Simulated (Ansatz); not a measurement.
**GaAs**

The computed numbers are results of PBEsol, scalar-relativistic (no spin polarisation) in the plane-wave PAW code Ansatz at 420 eV, 10×10×10 k-mesh, Gaussian smearing of 0.05 eV. The datasets are Ansatz's generated set soft_2.

```
Ga As
1.0
     0.00000    2.82953    2.82953
     2.82953    0.00000    2.82953
     2.82953    2.82953    0.00000
Ga As
1 1
Direct
  0.00000 0.00000 0.00000
  0.75000 0.75000 0.75000
```

The chain of runs began from a cell as deposited in COD, expanded in volume.

Cell and atoms are those of this level's equilibrium.

The cell has space group F-43m (read at 0.01 Å). In it the stress is 0.00, 0.00, 0.00, 0.00, 0.00, 0.00 GPa and the largest force component 0.000 eV/Å. Each change below starts from this cell, without further relaxation. Stress is in GPa, positive in compression, in the order xx, yy, zz, yz, xz, xy; energies are counted from the cell above.

Q: What happens when atom 2 (As) is moved by 0.02 Å along y?

A: The energy changes by 1.8 meV per cell, and the force on it along the shift is -0.183 eV/Å (−F/u = 9.15 eV/Å²). Stress: 0.02, 0.00, 0.02, 0.00, 0.51, 0.00. The gap on the mesh goes from 0.42 eV to 0.36 eV.
```tsv
atom	Fx (eV/Å)	Fy	Fz
Ga1	0.000	0.183	0.000
As2	0.000	-0.183	0.000
```
In a harmonic crystal the energy would rise by −½F·u = ½ × 9.15 × 0.02² eV = 1.8 meV, which matches.

Q: What stress follows from an engineering strain of 2 % in xz, atoms carried along?

A: 0.05, 0.03, 0.05, 0.00, -1.50, 0.00 GPa; the energy changes by 4.2 meV per cell. The gap on the mesh goes from 0.42 eV to 0.39 eV.
```tsv
atom	Fx (eV/Å)	Fy	Fz
Ga1	0.000	-0.144	0.000
As2	0.000	0.144	0.000
```
The change of the stress over the strain gives a clamped-atom stiffness of about 75 GPa for this component.
In a harmonic crystal the energy would rise by V(½Cε² − σ₀ε), with σ₀ the stress of the unstrained cell, = 4.2 meV, which matches.

The two distortions probe one coupling from opposite sides. Shifting the As sublattice along y produces an xz shear stress, and an xz shear produces a force along y. Zincblende allows this because its atomic sites lack inversion symmetry: the shear makes the four tetrahedral bonds unequal, so their pulls on each atom no longer cancel. Under the shear, As is pushed towards positive y, and letting it follow would relieve part of the stress. The measurable shear constant must therefore lie below the clamped value of 75 GPa. The restoring force of the sublattice shift is that of the zone-centre transverse optical mode; the longitudinal mode is stiffer because of its macroscopic field.

The gap narrows in both cases, probably because the distortion splits the degenerate, mainly As p valence-band top and raises one branch. The gap of 0.42 eV itself is far below the known one, as expected from a semilocal functional, and spin-orbit coupling would alter the valence-band splitting.
